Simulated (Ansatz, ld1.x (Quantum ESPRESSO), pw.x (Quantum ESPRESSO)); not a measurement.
In (Z = 49) (fcc): variants of one TM potential in the solid

- Element: indium
- Generator: ld1.x (Quantum ESPRESSO) 7.5
- Type: norm-conserving Troullier–Martins (Kleinman–Bylander form)
- Functional: PBE
- Relativity: scalar-relativistic
- Frozen core: [Kr] 4d10
- Valence charge: 3
- Reference configuration: 5s2 5p1
- Partial waves: 5p (bound): rc 2.70 bohr; 5s (bound): rc 1.55 bohr
- Local potential: the s channel
- Core correction: none

Crystal test: fcc In in pw.x 7.5, no spin, 12³ k-points, Fermi–Dirac smearing 0.01 Ry, cutoffs set for each file from its atomic test. The reference is all-electron LAPW (Ansatz 0.2.0) with the same functional, mesh and smearing; V0 and B0 come from Birch–Murnaghan fits to the pressures at five volumes. Errors are pseudo minus all-electron; Δ is the rms difference of the E(V) curves that follow from these fits, minima aligned, over ±6 % about the mean V0. Mesh and smearing are coarse, so the numbers serve the comparison and aren't converged zero-temperature values; the lattice is a test structure that the element need not adopt.

All-electron: a0 = 4.791 Å (V0 = 27.50 Å³/atom), B0 = 34.9 GPa.

Base: This is a poor potential for the solid. The pseudo pressure rises with volume over the whole range, a mechanical instability.

2 further variants are left out: they gave no file fit for a test, a broken result, the same result as the base, or pressures whose basis-set error rivals the error shown.

A dash in a converged row means that the minimum lies outside the volumes sampled.

| change | cutoffs (Ry) | pw.x | mean pressure error (GPa) |
| --- | --- | --- | --- |
| base | 145/580 | converged | -10.80 |
| wave 5s (bound): rc 1.55 bohr becomes 5s (bound): rc 1.90 bohr | 50/200 | converged | -10.29 |
| core correction a·sin(br)/r model core inside 0.70 bohr | 145/580 | converged | -10.74 |

**Question.** Give the row for: reference 5s1 5p0.

**Answer.** pw.x: converged; mean pressure error (GPa): -21.01.
